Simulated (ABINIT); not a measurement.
A run of ABINIT 10.8.3 (patched build) is set up as follows.

The input run.abi:

```
# Pseudopotentials
pp_dirpath "./"
pseudos "Al.upf, N.upf"

# Structure
acell 3.113 3.113 4.981 Angstrom
rprim
     1.0000000000     0.0000000000     0.0000000000
    -0.5000000000     0.8660254038     0.0000000000
     0.0000000000     0.0000000000     1.0000000000
ntypat 2
znucl 13 7
natom 4
typat 1 1 2 2
chkprim 0
chksymtnons 0
tolsym 1.0e-6
xred
            2/3            1/3            1/2
            1/3            2/3            0.0
            2/3            1/3   0.8800000000
            1/3            2/3   0.3800000000

# Plane-wave basis
ecut 42.0
ecutsm 0.5

# k points
kptopt 1
ngkpt 8 8 4
nshiftk 1
shiftk 0.0 0.0 0.0

# Exchange and correlation
ixc -116133

# Bands and occupations
nband 12
occopt 3
tsmear 0.05 eV

# SCF cycle
nstep 80
tolvrs 1.0e-12

# Output
iomode 3
prteig 0
prtebands 0
prtwf 0
prtden 0

# Relaxation
ionmov 2
optcell 2
ntime 50
tolmxf 2.0e-5
dilatmx 1.08
```

Potentials or basis: PseudoDojo NC SR PBEsol v0.4.1 standard.

Launch:

```bash
$ mpirun --bind-to none -np 4 abinit run.abi > log 2>&1
```

(1) What does it give for the relaxed volume?

(2) Estimate the space group after relaxing (to 0.05 Å).

(3) Predict the band gap on the k mesh.

(4) Estimate the relaxed cell.

Results:

(1) 10.46 Å³/atom.

(2) P6_3mc (No. 186).

(3) 4.10 eV, direct.

(4) a = 3.113 Å, b = 3.113 Å, c = 4.983 Å, α = 90.00°, β = 90.00°, γ = 120.00°.
